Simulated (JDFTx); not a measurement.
# GaN (F-43m) in JDFTx: convergence with cutoff

Aim: find how far cutoff must go before the results for GaN settle, at BLYP. This setting moves, with any that are tied to it; all else stays.

All numbers are computed with JDFTx 1.7.0 (patched build); they aren't measurements. Logs are shortened: lines on timing, memory, paths and dates and some standing lists are left out, and cuts for length are marked. The log counts tension as positive stress, the text compression.

## Step 1: Starting point

The structure is cubic, space group F-43m (No. 216). The conventional cell has a = 4.507 Å, b = 4.507 Å, c = 4.507 Å, α = 90.00°, β = 90.00°, γ = 90.00°. Ga (site symmetry -43m) has 4 N at 1.95 Å as nearest neighbours. Around N (site symmetry -43m) lie 4 Ga at 1.95 Å.

The cell is a database's computed one.

## Step 2: With cutoff 435.382 eV

GaN.in

```
lattice \
    0.0000000000     4.2584989699     4.2584989699 \
    4.2584989699     0.0000000000     4.2584989699 \
    4.2584989699     4.2584989699     0.0000000000
coords-type Lattice
ion Ga     0.0000000000     0.0000000000     0.0000000000 1
ion N      0.2500000000     0.2500000000     0.2500000000 1

ion-species pseudo/Ga.upf
ion-species pseudo/N.upf
elec-cutoff 16 128
elec-ex-corr gga-x-b88 gga-c-lyp
kpoint-folding 10 10 10
elec-smearing Fermi 0.0018374661
elec-n-bands 15
electronic-SCF nIterations 100 energyDiffThreshold 1e-09
electronic-minimize nIterations 30 energyDiffThreshold 1e-7
converge-empty-states yes
forces-output-coords Cartesian

dump-name run.$VAR
dump End Ecomponents EigStats BandEigs Kpoints Forces Stress
```

Potentials or basis: SPMS-PBE-1.0.

The run is started by

```console
$ jdftx -c 1 -i GaN.in -o GaN.out
```

Wall time 14 s (1 thread of Arm Neoverse V2, shared host); peak memory 0.04 GiB.

Results:

```
Free energy            : -1993.5743 eV
Pressure               : -1178.1 GPa
Band gap on the k mesh : 0.80 eV, direct
Loewdin charges        : Ga +0.73; N -0.67 e
```

## Step 3: With cutoff 544.228 eV

Edit GaN.in of step 2 so:

```diff
@@ -10,3 +10,3 @@
 ion-species pseudo/N.upf
-elec-cutoff 16 128
+elec-cutoff 20 160
 elec-ex-corr gga-x-b88 gga-c-lyp
```

Potentials or basis: SPMS-PBE-1.0.

The run is started by

```console
$ jdftx -c 1 -i GaN.in -o GaN.out
```

It took 21 s on 1 thread of Arm Neoverse V2, shared host; peak memory 0.05 GiB.

What came out:

| Property | Result |
| --- | --- |
| Free energy | -2032.6850 eV |
| Pressure | -453.9 GPa |
| Band gap on the k mesh | 1.56 eV, direct |
| Loewdin charges | Ga +0.80; N -0.77 e |

## Step 4: With cutoff 653.073 eV

Edit GaN.in of step 3 so:

```diff
@@ -10,3 +10,3 @@
 ion-species pseudo/N.upf
-elec-cutoff 20 160
+elec-cutoff 24 192
 elec-ex-corr gga-x-b88 gga-c-lyp
```

The run is started by

```console
$ jdftx -c 1 -i GaN.in -o GaN.out
```

It took 23 s on 1 thread of Arm Neoverse V2, shared host; peak memory 0.06 GiB.

Results:

- Free energy: -2042.9899 eV
- Pressure: -99.0 GPa
- Band gap on the k mesh: 1.78 eV, direct
- Loewdin charges: Ga +0.82; N -0.80 e

## Step 5: With cutoff 761.919 eV

Edit GaN.in of step 4 so:

```diff
@@ -10,3 +10,3 @@
 ion-species pseudo/N.upf
-elec-cutoff 24 192
+elec-cutoff 28 224
 elec-ex-corr gga-x-b88 gga-c-lyp
```

The run is started by

```console
$ jdftx -c 1 -i GaN.in -o GaN.out
```

Run time: 26 s. Hardware: 1 thread of Arm Neoverse V2, shared host; peak memory 0.08 GiB.

Results:

- Free energy: -2044.6862 eV
- Pressure: -5.5 GPa
- Band gap on the k mesh: 1.80 eV, direct
- Loewdin charges: Ga +0.83; N -0.80 e

## Step 6: With cutoff 870.764 eV

Edit GaN.in of step 5 so:

```diff
@@ -10,3 +10,3 @@
 ion-species pseudo/N.upf
-elec-cutoff 28 224
+elec-cutoff 32 256
 elec-ex-corr gga-x-b88 gga-c-lyp
```

Potentials or basis: SPMS-PBE-1.0.

The run is started by

```console
$ jdftx -c 1 -i GaN.in -o GaN.out
```

Run time: 28 s. Hardware: 1 thread of Arm Neoverse V2, shared host; peak memory 0.08 GiB.

Results:

```
Free energy            : -2044.8923 eV
Pressure               : 8.7 GPa
Band gap on the k mesh : 1.82 eV, direct
Loewdin charges        : Ga +0.83; N -0.80 e
```

## Step 7: With cutoff 979.61 eV

Edit GaN.in of step 6 so:

```diff
@@ -10,3 +10,3 @@
 ion-species pseudo/N.upf
-elec-cutoff 32 256
+elec-cutoff 36 288
 elec-ex-corr gga-x-b88 gga-c-lyp
```

The run is started by

```console
$ jdftx -c 1 -i GaN.in -o GaN.out
```

Run time: 46 s. Hardware: 1 thread of Arm Neoverse V2, shared host; peak memory 0.09 GiB.

The run converged. Its results:

- Free energy: -2044.9194 eV
- Pressure: 10.4 GPa
- Band gap on the k mesh: 1.82 eV, direct
- Loewdin charges: Ga +0.83; N -0.80 e

## Step 8: With cutoff 1088.45 eV

Edit GaN.in of step 7 so:

```diff
@@ -10,3 +10,3 @@
 ion-species pseudo/N.upf
-elec-cutoff 36 288
+elec-cutoff 40 320
 elec-ex-corr gga-x-b88 gga-c-lyp
```

The run is started by

```console
$ jdftx -c 1 -i GaN.in -o GaN.out
```

It took 50 s on 1 thread of Arm Neoverse V2, shared host; peak memory 0.1 GiB.

The run converged. Its results:

| Item | Value |
| --- | --- |
| Free energy | -2044.9242 eV |
| Pressure | 10.8 GPa |
| Band gap on the k mesh | 1.82 eV, direct |
| Loewdin charges | Ga +0.83; N -0.80 e |

## Step 9: With cutoff 1251.72 eV

Edit GaN.in of step 8 so:

```diff
@@ -10,3 +10,3 @@
 ion-species pseudo/N.upf
-elec-cutoff 40 320
+elec-cutoff 46 368
 elec-ex-corr gga-x-b88 gga-c-lyp
```

Potentials or basis: SPMS-PBE-1.0.

The run is started by

```console
$ jdftx -c 1 -i GaN.in -o GaN.out
```

Run time: 67 s. Hardware: 1 thread of Arm Neoverse V2, shared host; peak memory 0.12 GiB.

It converged, with:

```yaml
Free_energy: -2044.9251 eV
Pressure: 11.0 GPa
Band_gap_on_the_k_mesh: 1.82 eV, direct
Loewdin_charges: Ga +0.83; N -0.80 e
```

## Step 10: With cutoff 1469.41 eV

Edit GaN.in of step 9 so:

```diff
@@ -10,3 +10,3 @@
 ion-species pseudo/N.upf
-elec-cutoff 46 368
+elec-cutoff 54 432
 elec-ex-corr gga-x-b88 gga-c-lyp
```

Potentials or basis: SPMS-PBE-1.0.

The run is started by

```console
$ jdftx -c 1 -i GaN.in -o GaN.out
```

The log of the run:

```text
*************** JDFTx 1.7.0 (patched build) ***************

Input parsed successfully to the following command list (including defaults):
[... the input with its defaults ...]

---------- Setting up symmetries ----------

Found 48 point-group symmetries of the bravais lattice
Found 24 space-group symmetries with basis
Applied RMS atom displacement 0 bohrs to make symmetries exact.

---------- Initializing the Grid ----------
R =
[            0       4.2585       4.2585  ]
[       4.2585            0       4.2585  ]
[       4.2585       4.2585            0  ]
unit cell volume = 154.454
G =
[  -0.737723   0.737723   0.737723  ]
[   0.737723  -0.737723   0.737723  ]
[   0.737723   0.737723  -0.737723  ]
Minimum fftbox size, Smin = [  60  60  60  ]
Chosen fftbox size, S = [  60  60  60  ]

---------- Initializing tighter grid for wavefunction operations ----------
R =
[            0       4.2585       4.2585  ]
[       4.2585            0       4.2585  ]
[       4.2585       4.2585            0  ]
unit cell volume = 154.454
G =
[  -0.737723   0.737723   0.737723  ]
[   0.737723  -0.737723   0.737723  ]
[   0.737723   0.737723  -0.737723  ]
Minimum fftbox size, Smin = [  40  40  40  ]
Chosen fftbox size, S = [  40  40  40  ]

---------- Exchange Correlation functional ----------
Initialized LibXC exchange functional 'Becke 88'
Initialized LibXC correlation functional 'Lee, Yang & Parr'

---------- Setting up pseudopotentials ----------
Width of ionic core gaussian charges (only for fluid interactions / plotting) set to 0

Reading pseudopotential file 'pseudo/Ga.upf':
  'Ga' pseudopotential, 'PBE' functional
  Generated using ONCVPSP code by D. R. Hamann
  13 valence electrons, 3 orbitals, 6 projectors, 1001 radial grid points, with lMax = 2
    3D    l: 2   occupation: 10.0   eigenvalue: -0.703915
    4S    l: 0   occupation:  2.0   eigenvalue: -0.328859
    4P    l: 1   occupation:  1.0   eigenvalue: -0.094784
  Core radius for overlap checks: 2.21 bohrs.

Reading pseudopotential file 'pseudo/N.upf':
  'N' pseudopotential, 'PBE' functional
  Generated using ONCVPSP code by D. R. Hamann
  5 valence electrons, 2 orbitals, 4 projectors, 1001 radial grid points, with lMax = 1
    2S    l: 0   occupation:  2.0   eigenvalue: -0.682907
    2P    l: 1   occupation:  3.0   eigenvalue: -0.260548
  Core radius for overlap checks: 1.30 bohrs.

Initialized 2 species with 2 total atoms.

Folded 1 k-points by 10x10x10 to 1000 k-points.

---------- Setting up k-points, bands, fillings ----------
Adding inversion symmetry to k-mesh for non-inversion-symmetric unit cell.
Reduced to 47 k-points under symmetry.
Computing the number of bands and number of electrons
Calculating initial fillings.
nElectrons:  18.000000   nBands: 15   nStates: 47

----- Setting up reduced wavefunction bases (one per k-point) -----
average nbasis = 2928.121 , ideal nbasis = 2927.415

---------- Setting up ewald sum ----------
Optimum gaussian width for ewald sums = 1.934137 bohr.
Real space sum over 1331 unit cells with max indices [  5  5  5  ]
Reciprocal space sum over 2197 terms with max indices [  6  6  6  ]

---------- Allocating electronic variables ----------
Initializing wave functions:  linear combination of atomic orbitals
Note: number of bands (15) exceeds available atomic orbitals (13)
Ga pseudo-atom occupations:   s ( 2 )  p ( 1 )  d ( 10 )
N pseudo-atom occupations:   s ( 2 )  p ( 3 )
	FillingsUpdate:  mu: +0.613252511  nElectrons: 18.000000
LCAOMinimize: Iter:   0  F: -74.9547438644982691  |grad|_K:  8.650e-03  alpha:  1.000e+00
	FillingsUpdate:  mu: +0.473311811  nElectrons: 18.000000
LCAOMinimize: Iter:   1  F: -75.1072983699443455  |grad|_K:  3.996e-04  alpha:  3.513e-01  linmin: -5.060e-01  cgtest:  9.344e-01
LCAOMinimize: Encountered beta<0, resetting CG.
[... 6 lines of inner loops ...]
LCAOMinimize: Iter:   4  F: -75.1076066597961614  |grad|_K:  8.958e-07  alpha:  5.695e-01  linmin: -4.205e-06  cgtest: -2.258e-05
	FillingsUpdate:  mu: +0.467041490  nElectrons: 18.000000
LCAOMinimize: Iter:   5  F: -75.1076066623531773  |grad|_K:  5.327e-08  alpha:  6.026e-01  linmin: -2.218e-03  cgtest:  6.096e-03
LCAOMinimize: Converged (|Delta F|<1.000000e-06 for 2 iters).

-------- Electronic minimization -----------
Will mix electronic density at each iteration.
	FillingsUpdate:  mu: +0.467041490  nElectrons: 18.000000
	FillingsUpdate:  mu: +0.451267936  nElectrons: 18.000000
SCF: Cycle:  0   F: -75.147828068635619   dF: -4.022e-02   |Residual|: 5.403e-02   |deigs|: 2.849e-01
	FillingsUpdate:  mu: +0.445892751  nElectrons: 18.000000
SCF: Cycle:  1   F: -75.149549822368968   dF: -1.722e-03   |Residual|: 2.187e-02   |deigs|: 1.233e-02
	FillingsUpdate:  mu: +0.447553850  nElectrons: 18.000000
SCF: Cycle:  2   F: -75.149608601145090   dF: -5.878e-05   |Residual|: 1.013e-02   |deigs|: 2.956e-03
	FillingsUpdate:  mu: +0.448427911  nElectrons: 18.000000
SCF: Cycle:  3   F: -75.149615892494580   dF: -7.291e-06   |Residual|: 1.407e-03   |deigs|: 1.280e-03
	FillingsUpdate:  mu: +0.448631332  nElectrons: 18.000000
SCF: Cycle:  4   F: -75.149616879903206   dF: -9.874e-07   |Residual|: 4.849e-04   |deigs|: 4.326e-04
	FillingsUpdate:  mu: +0.448692266  nElectrons: 18.000000
SCF: Cycle:  5   F: -75.149617027836754   dF: -1.479e-07   |Residual|: 1.581e-04   |deigs|: 2.219e-04
	FillingsUpdate:  mu: +0.448701973  nElectrons: 18.000000
SCF: Cycle:  6   F: -75.149617060363155   dF: -3.253e-08   |Residual|: 1.680e-05   |deigs|: 1.602e-04
	FillingsUpdate:  mu: +0.448699976  nElectrons: 18.000000
SCF: Cycle:  7   F: -75.149617069809736   dF: -9.447e-09   |Residual|: 1.130e-05   |deigs|: 1.378e-04
	FillingsUpdate:  mu: +0.448699968  nElectrons: 18.000000
SCF: Cycle:  8   F: -75.149617072277763   dF: -2.468e-09   |Residual|: 9.402e-06   |deigs|: 1.286e-04
	FillingsUpdate:  mu: +0.448699506  nElectrons: 18.000000
SCF: Cycle:  9   F: -75.149617073175378   dF: -8.976e-10   |Residual|: 2.399e-06   |deigs|: 1.652e-04
	FillingsUpdate:  mu: +0.448699694  nElectrons: 18.000000
SCF: Cycle: 10   F: -75.149617073412415   dF: -2.370e-10   |Residual|: 9.128e-07   |deigs|: 2.562e-04
SCF: Converged (|Delta E|<1.000000e-09 for 2 iters).

Setting wave functions to eigenvectors of Hamiltonian
Converging empty states (this may take a while):
EmptyStates: None of the convergence criteria satisfied.
|deigs|: 1.365e-03

# Stress tensor in Cartesian coordinates [Eh/a0^3]:
[ -0.000371886            0            0  ]
[            0 -0.000371886            0  ]
[            0            0 -0.000371886  ]

# Ionic positions in lattice coordinates:
ion Ga   0.000000000000000   0.000000000000000   0.000000000000000 1
ion N   0.250000000000000   0.250000000000000   0.250000000000000 1

# Forces in Cartesian coordinates:
force Ga  -0.000000000000000   0.000000000000000   0.000000000000000 1
force N  -0.000000000000000  -0.000000000000000   0.000000000000000 1

# Energy components:
   Eewald =      -58.3371585566606043
       EH =       20.1416314661505567
     Eloc =      -47.1810095027336445
      Enl =      -40.5032076621062700
      Exc =      -22.6446603901223931
 Exc_core =        8.9248482703152892
       KE =       64.4499393017490405
-------------------------------------
     Etot =      -75.1496170734080096
       TS =        0.0000000000044006
-------------------------------------
        F =      -75.1496170734124149

IonicMinimize: Iter:   0  F: -75.149617073412415  |grad|_K:  1.088e-35
IonicMinimize: Converged (|grad|_K<1.000000e-04).

#--- Lowdin population analysis ---
# oxidation-state Ga +0.833
# oxidation-state N -0.804

Dumping 'run.eigStats' ...
	eMin: -0.170016 at state 0 ( [ +0.000000 +0.000000 +0.000000 ] spin 0 )
	HOMO: +0.413629 at state 0 ( [ +0.000000 +0.000000 +0.000000 ] spin 0 )
	mu  : +0.448700
	LUMO: +0.480511 at state 0 ( [ +0.000000 +0.000000 +0.000000 ] spin 0 )
	eMax: +1.238279 at state 23 ( [ +0.000000 +0.300000 +0.400000 ] spin 0 )
	HOMO-LUMO gap: +0.066882
	Optical gap  : +0.066882 at state 0 ( [ +0.000000 +0.000000 +0.000000 ] spin 0 )
WARNING: the last solve of the electrons (or of bands or displaced states from it) ended unconverged.
Done!
[note: mu as printed may lie anywhere between the filled and the empty levels]
```

Wall time 72 s (1 thread of Arm Neoverse V2, shared host); peak memory 0.14 GiB.

Results:

* Free energy: -2044.9253 eV
* Pressure: 10.9 GPa
* Band gap on the k mesh: 1.82 eV, direct
* Loewdin charges: Ga +0.83; N -0.80 e

## Step 11: Result

| cutoff | energy less the tightest run, at zero smearing (meV/atom) | pressure (GPa) | gap on the mesh (eV) | SCF cycles | CPU time (s) | peak memory (GiB) |
| --- | --- | --- | --- | --- | --- | --- |
| 435.382 eV | 25675.47 | -1178.11 | 0.800 | 11 | 14 | 0.04 |
| 544.228 eV | 6120.13 | -453.90 | 1.557 | 11 | 21 | 0.05 |
| 653.073 eV | 967.69 | -98.99 | 1.776 | 10 | 23 | 0.06 |
| 761.919 eV | 119.51 | -5.51 | 1.798 | 11 | 26 | 0.08 |
| 870.764 eV | 16.48 | 8.75 | 1.818 | 11 | 28 | 0.08 |
| 979.61 eV | 2.92 | 10.41 | 1.820 | 11 | 46 | 0.09 |
| 1088.45 eV | 0.51 | 10.84 | 1.820 | 11 | 50 | 0.1 |
| 1251.72 eV | 0.08 | 10.95 | 1.820 | 11 | 66 | 0.12 |
| 1469.41 eV | 0.00 | 10.94 | 1.820 | 11 | 72 | 0.14 |

Against the tightest run, the energy stays within 1 meV/atom from 1088.45 eV on; the pressure stays within 0.1 GPa from 1251.72 eV on; the gap on the mesh stays within 0.01 eV from 870.764 eV on. The tightest run that finished is the yardstick and may itself not be fully converged.

Caveats: the empty levels aren't tightly converged; the potentials were made for another functional, which shifts forces and pressure.
